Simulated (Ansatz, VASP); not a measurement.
Two plane-wave programs on AlN

```
Al N
1.0
     3.08862    0.00000    0.00000
    -1.54431    2.67482    0.00000
     0.00000    0.00000    4.94358
Al N
2 2
Direct
  0.33333 0.66667 0.00152
  0.66667 0.33333 0.50152
  0.33333 0.66667 0.38348
  0.66667 0.33333 0.88348
```

Alike in both runs: functional LDA; k mesh 9 × 9 × 6; occupations gaussian, width 0.05 eV; no spin polarisation.

Ansatz relaxed the structure, and its values are those at the end. VASP's run is a single point on that final structure, the one shown.

```csv
,VASP,Ansatz
version,VASP 6.6.1,Ansatz 0.2.0
potentials or method,"VASP PAW LDA potentials, release 64 (Al, N)","scalar-relativistic, plane waves, PAW"
plane-wave cutoff (eV),520,520
valence electrons in the cell,16,16
```

|  | VASP | Ansatz | Ansatz less VASP |
| --- | --- | --- | --- |
| gap on the k mesh at the Fermi level (eV) | 4.42 | 4.42 | -0.008 |
| least direct gap on the mesh (eV) | 4.42 | 4.42 | -0.008 |
| pressure (GPa) | 0.6 | 0.0 | -0.62 |

Ansatz warned: «pseudo_functional_mismatch».

Caveats: an odd mesh through Γ misses points on the zone boundary, where band edges often lie. Expect the measured gap to be larger: semilocal functionals such as LDA lack the derivative discontinuity.
